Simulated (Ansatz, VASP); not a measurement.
## Re, level by level in two programs

```
CELL_PARAMETERS angstrom
2.72349 0.00000 0.00000
-1.36174 2.35861 0.00000
0.00000 0.00000 4.39795
ATOMIC_POSITIONS crystal
Re 0.66667 0.33333 0.75000
Re 0.33333 0.66667 0.25000
```

Change from the starting cell: volume scaled by 0.96.

Single points on this cell with VASP 6.6.1 and Ansatz 0.2.0. Each row is one pair of runs. Alike in all rows: spin: off; k mesh: 11 × 11 × 6; smearing: fermi-dirac, width 0.05 eV; VASP's potentials, cutoff: VASP PAW PBE potentials, release 64 (Re), 520 eV.

```tsv
level	Ansatz's potentials, cutoff	gap on the k mesh at the Fermi level (eV), VASP	gap on the k mesh at the Fermi level (eV), Ansatz	pressure (GPa), VASP	pressure (GPa), Ansatz	largest component of the traceless stress (GPa), VASP	largest component of the traceless stress (GPa), Ansatz
PBE	Ansatz PAW earlier set, 560 eV	none	?	23.3	?	0.18	?
PBE	Ansatz PAW, 420 eV	none	none	23.3	23.4	0.18	0.30
PBE	SPMS NC, 435 eV	none	none	23.3	23.3	0.18	0.28
```

Problem. Fill in what Ansatz gave in row 1.

Solution. gap on the k mesh at the Fermi level (eV): none; pressure (GPa): 23.6; largest component of the traceless stress (GPa): 0.29.

A gap of «none» marks a metal or a gap that the smearing closes.
